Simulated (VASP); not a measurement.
# LiH (Fm-3m) in VASP: single point with PBE0

Aim: the single point of LiH with PBE0.

Program: VASP 6.6.1. These are calculated values, not measurements. Logs are shortened: lines on timing, memory, paths and dates and some standing lists are left out, and cuts for length are marked.

### Step 1. Starting point

The structure is cubic, space group Fm-3m (No. 225). The conventional cell has a = 3.973 Å, b = 3.973 Å, c = 3.973 Å, α = 90.00°, β = 90.00°, γ = 90.00°. Li (site symmetry m-3m) has 6 H at 1.99 Å as nearest neighbours. H (site symmetry m-3m) is surrounded by 6 Li at 1.99 Å.

The cell is a database's computed one.

### Step 2. Single point, PBE0

Input file POSCAR:

```
LiH
1.0
    0.0000000000      1.9866200000      1.9866200000
    1.9866200000      0.0000000000      1.9866200000
    1.9866200000      1.9866200000      0.0000000000
Li H
1 1
Direct
    0.0000000000      0.0000000000      0.0000000000
    0.5000000000      0.5000000000      0.5000000000
```

Input file INCAR.step1:

```
  PREC = Accurate
  ENCUT = 520
  EDIFF = 1E-5
  ISMEAR = 0
  SIGMA = 0.02
  LREAL = False
  LASPH = True
  NELM = 80
  ALGO = Normal
  ISIF = 2
  LWAVE = True
  LCHARG = False
  GGA = PE
```

Input file INCAR.step2:

```
  PREC = Accurate
  ENCUT = 520
  EDIFF = 1E-6
  ISMEAR = 0
  SIGMA = 0.02
  LREAL = False
  LASPH = True
  NELM = 80
  ALGO = Normal
  ISIF = 2
  LWAVE = False
  LCHARG = False
  GGA = PE
  LHFCALC = True
  AEXX = 0.25
  PRECFOCK = Fast
  ISTART = 1
```

Input file KPOINTS:

```
regular mesh
0
Gamma
  8 8 8
```

Potentials or basis: VASP PAW PBE potentials, release 64 (Li_sv, H).

Command:

```sh
cat potpaw_PBE.64/Li_sv/POTCAR potpaw_PBE.64/H/POTCAR > POTCAR
cp INCAR.step1 INCAR
mpirun -np 1 vasp_std > vasp.out
cp INCAR.step2 INCAR
mpirun -np 1 vasp_std > vasp.out
```

OUTCAR:

```text
PREC = Accurate
   ENCUT = 520
   EDIFF = 1E-6
   ISMEAR = 0
   LREAL = False
   LASPH = True
   NELM = 80
   ISIF = 2
   GGA = PE
   LHFCALC = True
   AEXX = 0.25
   PRECFOCK = Fast
   ISTART = 1

 ion  position               nearest neighbor table
   1  0.000  0.000  0.000-
   2  0.500  0.500  0.500-

  LATTYP: Found a face centered cubic cell.
 ALAT       =     3.9732400000

  Lattice vectors:

 A1 = (   0.0000000000,   1.9866200000,   1.9866200000)
 A2 = (   1.9866200000,   0.0000000000,   1.9866200000)
 A3 = (   1.9866200000,   1.9866200000,   0.0000000000)

Analysis of symmetry for initial positions (statically):
=====================================================================
 Subroutine PRICEL returns:
 Original cell was already a primitive cell.

 Routine SETGRP: Setting up the symmetry group for a
 face centered cubic supercell.

 Subroutine GETGRP returns: Found 48 space group operations
 (whereof 48 operations were pure point group operations)
 out of a pool of 48 trial point group operations.

The static configuration has the point symmetry O_h .

Analysis of symmetry for dynamics (positions and initial velocities):
=====================================================================
 Subroutine PRICEL returns:
 Original cell was already a primitive cell.

 Routine SETGRP: Setting up the symmetry group for a
 face centered cubic supercell.

 Subroutine GETGRP returns: Found 48 space group operations
 (whereof 48 operations were pure point group operations)
 out of a pool of 48 trial point group operations.

The dynamic configuration has the point symmetry O_h .

 Subroutine INISYM returns: Found 48 space group operations
 (whereof 48 operations are pure point group operations),
 and found     1 'primitive' translations

----------------------------------------------------------------------------------------

                                     Primitive cell

  volume of cell :      15.6810

  direct lattice vectors                    reciprocal lattice vectors
     0.000000000  1.986620000  1.986620000    -0.251683764  0.251683764  0.251683764
     1.986620000  0.000000000  1.986620000     0.251683764 -0.251683764  0.251683764
     1.986620000  1.986620000  0.000000000     0.251683764  0.251683764 -0.251683764

  length of vectors
     2.809504947  2.809504947  2.809504947     0.435929067  0.435929067  0.435929067

  position of ions in fractional coordinates (direct lattice)
     0.000000000  0.000000000  0.000000000
     0.500000000  0.500000000  0.500000000

  ion indices of the primitive-cell ions
   primitive index   ion index
                 1           1
                 2           2

----------------------------------------------------------------------------------------

 KPOINTS: regular mesh

Automatic generation of k-mesh.
 Grid dimensions read from file:
 generate k-points for:    8    8    8

 Generating k-lattice:

  Cartesian coordinates                     Fractional coordinates (reciprocal lattice)
    -0.031460471  0.031460471  0.031460471     0.125000000  0.000000000  0.000000000
     0.031460471 -0.031460471  0.031460471     0.000000000  0.125000000  0.000000000
     0.031460471  0.031460471 -0.031460471     0.000000000  0.000000000  0.125000000

  Length of vectors
     0.054491133  0.054491133  0.054491133

  Shift w.r.t. Gamma in fractional coordinates (k-lattice)
     0.000000000  0.000000000  0.000000000

 Subroutine IBZKPT returns following result:
 ===========================================

 Found     29 irreducible k-points:

 Following reciprocal coordinates:
            Coordinates               Weight
  0.000000  0.000000  0.000000      1.000000
  0.125000  0.000000  0.000000      8.000000
  0.250000  0.000000  0.000000      8.000000
  0.375000  0.000000  0.000000      8.000000
  0.500000  0.000000  0.000000      4.000000
  0.125000  0.125000  0.000000      6.000000
[... 16 lines left out ...]
  0.500000  0.250000  0.125000     48.000000
 -0.375000  0.250000  0.125000     24.000000
 [... further k-points ...]
   k-points           NKPTS =     29   k-points in BZ     NKDIM =    512   number of bands    NBANDS=      6
   number of dos      NEDOS =    301   number of ions     NIONS =      2
   total plane-waves  NPLWV =  13824
   dimension x,y,z NGX =    24 NGY =   24 NGZ =   24
   dimension x,y,z NGXF=    48 NGYF=   48 NGZF=   48
   ions per type =               1   1
   NGX,Y,Z   is equivalent  to a cutoff of  14.20, 14.20, 14.20 a.u.
   NGXF,Y,Z  is equivalent  to a cutoff of  28.40, 28.40, 28.40 a.u.
 SYSTEM =  unknown system
   PREC   = accura    normal or accurate (medium, high low for compatibility)
   ISTART =      1    job   : 0-new  1-cont  2-samecut
   ICHARG =      0    charge: 1-file 2-atom 10-const
   ISPIN  =      1    spin polarized calculation?
   LNONCOLLINEAR =      F non collinear calculations
   LSORBIT =      F    spin-orbit coupling
   LASPH  =      T    aspherical Exc in radial PAW
   ENCUT  =  520.0 eV  38.22 Ry    6.18 a.u.   5.22  5.22  5.22*2*pi/ulx,y,z
   NELM   =     80;   NELMIN=  2; NELMDL=  0     # of ELM steps
   EDIFF  = 0.1E-05   stopping-criterion for ELM
   LREAL  =      F    real-space projection
   EDIFFG = 0.1E-04   stopping-criterion for IOM
   NSW    =      0    number of steps for IOM
   IBRION =     -1    ionic relax: 0-MD 1-quasi-New 2-CG
   NFREE  =      0    steps in history (QN), initial steepest desc. (CG)
   ISIF   =      2    stress and relaxation
   ISYM   =      3    0-nonsym 1-usesym 2-fastsym
   POTIM  = 0.5000    time-step for ionic-motion
   TEBEG  =    0.0;   TEEND  =   0.0 temperature during run
   PSTRESS=    0.0 pullay stress
   NELECT =       4.0000    total number of electrons
   NUPDOWN=      -1.0000    fix difference up-down
   EMIN   =  10.00;   EMAX   =-10.00  energy-range for DOS
   EFERMI =   0.00;   METHOD = LEGACY
   ISMEAR =     0;   SIGMA  =   0.02  broadening in eV -4-tet -1-fermi 0-gaus
   EFERMI_NEDOS =   21; number of points for ismear=-14 and -15
   IALGO  =     38    algorithm
   IMIX   =      1    mixing-type and parameters
     AMIX     =   0.40;   BMIX     =  1.00
     AMIX_MAG =   1.60;   BMIX_MAG =  1.00
  volume/ion in A,a.u.               =       7.84        52.91
  Fermi-wavevector in a.u.,A,eV,Ry     =   1.038253  1.962014 14.666674  1.077970
  Thomas-Fermi vector in A             =   2.172729
   LORBIT       =      0    0 simple, 1 ext, 2 COOP (PROOUT), +10 PAW based schemes
   GGA     = PE    functional components
   LHFCALC =     T    Hartree Fock is set to
   PRECFOCK=fast      Normal, Fast or Accurate (Low or Medium for compatibility)
   ENCUT4O =  -1.0   cutoff for four orbital integrals eV
   NKREDX  =     1    reduce k-point grid by
   NKREDY  =     1    reduce k-point grid by
   NKREDZ  =     1    reduce k-point grid by
   AEXX    =    0.2500 exact exchange contribution
   HFSCREEN=    0.0000 screening length (either q_TF or 0.3 A-1)
   HFSCREENC=   0.0000 screening length for correlation (either q_TF or 0.3 A-1)
   ENCUTFOCK=  -1.0 apply spherical cutoff to Coloumb kernel
   IVDW    =     0    specifies the selected vdW correction
   LEPSILON=     F    determine dielectric tensor
   LRPA    =     F    only Hartree local field effects (RPA)
 non-spin polarized calculation
 Gauss-broadening in eV      SIGMA  =   0.02
  energy-cutoff  :      520.00
  volume of cell :       15.68
 maximum number of plane-waves:       444
 NGX is ok and might be reduce to    24
  NGX = 14; NGY = 14; NGZ = 14

 number of electron       3.9999998 magnetization

 Free energy of the ion-electron system (eV)
  ---------------------------------------------------
  ext. energy  EPLUGINS =         0.00000000
  ---------------------------------------------------
  free energy    TOTEN  =        -7.13689619 eV

  energy without entropy =       -7.13689619  energy(sigma->0) =       -7.13689619

 E-fermi :  -0.6290     XC(G=0):  -6.7989

 val. band max:       -0.8441120066   @ k =   0.5000   0.5000   0.0000
 cond. band min:       3.8157621716   @ k =   0.5000   0.5000   0.0000
 fundamental gap:      4.6598741782
 Fermi energy:        -0.6290136910

 k-point     1 :       0.0000    0.0000    0.0000
  band No.  band energies     occupation
      1     -48.1670      2.00000
      2      -7.1015      2.00000
      3      18.2160      0.00000
      4      19.6833      0.00000
      5      19.6833      0.00000
      6      19.6833      0.00000

 k-point     2 :       0.1250    0.0000    0.0000
  band No.  band energies     occupation
      1     -48.1589      2.00000
      2      -6.7805      2.00000
      3      15.5966      0.00000
      4      18.4503      0.00000
      5      19.0826      0.00000
      6      19.0826      0.00000

 k-point     3 :       0.2500    0.0000    0.0000
  band No.  band energies     occupation
      1     -48.1389      2.00000
      2      -5.8602      2.00000
      3      11.1064      0.00000
      4      16.9018      0.00000
      5      18.3400      0.00000
      6      18.3400      0.00000

 k-point     4 :       0.3750    0.0000    0.0000
  band No.  band energies     occupation
      1     -48.1188      2.00000
      2      -4.5859      2.00000
      3       7.4670      0.00000
      4      15.7986      0.00000
      5      18.1129      0.00000
      6      18.1129      0.00000

 k-point     5 :       0.5000    0.0000    0.0000
  band No.  band energies     occupation
      1     -48.1103      2.00000
      2      -3.8459      2.00000
      3       5.9211      0.00000
      4      15.4074      0.00000
      5      18.1910      0.00000
      6      18.1910      0.00000

 k-point     6 :       0.1250    0.1250    0.0000
  band No.  band energies     occupation
      1     -48.1562      2.00000
      2      -6.6656      2.00000
      3      16.1852      0.00000
      4      17.3157      0.00000
      5      17.3157      0.00000
      6      20.5709      0.00000

 k-point     7 :       0.2500    0.1250    0.0000
  band No.  band energies     occupation
      1     -48.1404      2.00000
      2      -5.9174      2.00000
      3      12.5734      0.00000
      4      15.5925      0.00000
      5      16.1190      0.00000
      6      19.7987      0.00000

 k-point     8 :       0.3750    0.1250    0.0000
  band No.  band energies     occupation
      1     -48.1206      2.00000
      2      -4.6790      2.00000
      3       8.5819      0.00000
      4      14.0496      0.00000
      5      15.7154      0.00000
      6      18.6659      0.00000
[... 91 lines left out ...]
 k-point    19 :       0.5000    0.3750    0.0000
  band No.  band energies     occupation
      1     -48.0980      2.00000
      2      -1.6408      2.00000
      3       5.0464      0.00000
      4      10.6034      0.00000
      5      12.6794      0.00000
      6      17.6122      0.00000

 k-point    20 :      -0.3750    0.3750    0.0000
  band No.  band energies     occupation
      1     -48.0965      2.00000
      2      -1.4250      2.00000
      3       5.0680      0.00000
      4       8.7745      0.00000
      5      13.4258      0.00000
      6      18.0173      0.00000

 k-point    21 :       0.5000    0.5000    0.0000
  band No.  band energies     occupation
      1     -48.0960      2.00000
      2      -0.8441      2.00000
      3       3.8158      0.00000
      4      12.2315      0.00000
      5      12.2315      0.00000
      6      15.3421      0.00000

 k-point    22 :       0.3750    0.2500    0.1250
  band No.  band energies     occupation
      1     -48.1248      2.00000
      2      -4.9611      2.00000
      3      11.0073      0.00000
      4      11.6724      0.00000
      5      15.8600      0.00000
      6      19.4732      0.00000

 k-point    23 :       0.5000    0.2500    0.1250
  band No.  band energies     occupation
      1     -48.1091      2.00000
      2      -3.6066      2.00000
      3       7.6939      0.00000
      4      10.4769      0.00000
      5      15.1418      0.00000
      6      18.6126      0.00000

 k-point    24 :      -0.3750    0.2500    0.1250
  band No.  band energies     occupation
      1     -48.1026      2.00000
      2      -2.7915      2.00000
      3       6.1023      0.00000
      4      10.1668      0.00000
      5      14.8749      0.00000
      6      18.1893      0.00000

 [... further k-points ...]
[... 5 lines left out ...]
  --------------------------------------------------------------------------------------
  -------------------------------------------------------------------------------------
  Total        0.0259762      0.0259762      0.0259762     -0.0000000     -0.0000000      0.0000000
  in kB        2.6540713      2.6540713      2.6540713     -0.0000000     -0.0000000      0.0000000
  external PRESSURE =       2.6540713 kB  Pullay stress =       0.0000000 kB

 VOLUME and BASIS-vectors are now :
 -----------------------------------------------------------------------------
  energy-cutoff  :      520.00
  volume of cell :       15.68
      direct lattice vectors                 reciprocal lattice vectors
     0.000000000  1.986620000  1.986620000    -0.251683764  0.251683764  0.251683764
     1.986620000  0.000000000  1.986620000     0.251683764 -0.251683764  0.251683764
     1.986620000  1.986620000  0.000000000     0.251683764  0.251683764 -0.251683764

 POSITION                                       TOTAL-FORCE (eV/Angst)
 -----------------------------------------------------------------------------------
      0.00000      0.00000      0.00000         0.000000     -0.000000     -0.000000
      1.98662      1.98662      1.98662         0.000000      0.000000      0.000000
 -----------------------------------------------------------------------------------
    total drift:                               -0.000000     -0.000000     -0.000000

  FREE ENERGIE OF THE ION-ELECTRON SYSTEM (eV)
  ---------------------------------------------------
  free  energy   TOTEN  =        -7.1368961866 eV

  energy  without entropy=       -7.1368961866  energy(sigma->0) =       -7.13689619
```

Run time: 89 s. Hardware: 1 thread of AMD EPYC 7R13 (Zen 3), shared host; peak memory 0.11 GiB.

What came out:

```
Free energy            : -7.1369 eV
Band gap on the k mesh : 4.66 eV, direct
```

Caveat: the cutoff is under 1.25 times the usual one of these potentials, so pressure, stress and relaxed cells hold a basis-set (Pulay) error; the PAW data sets were made with another functional, which shifts forces and pressure a little. A k mesh can miss the band edges.
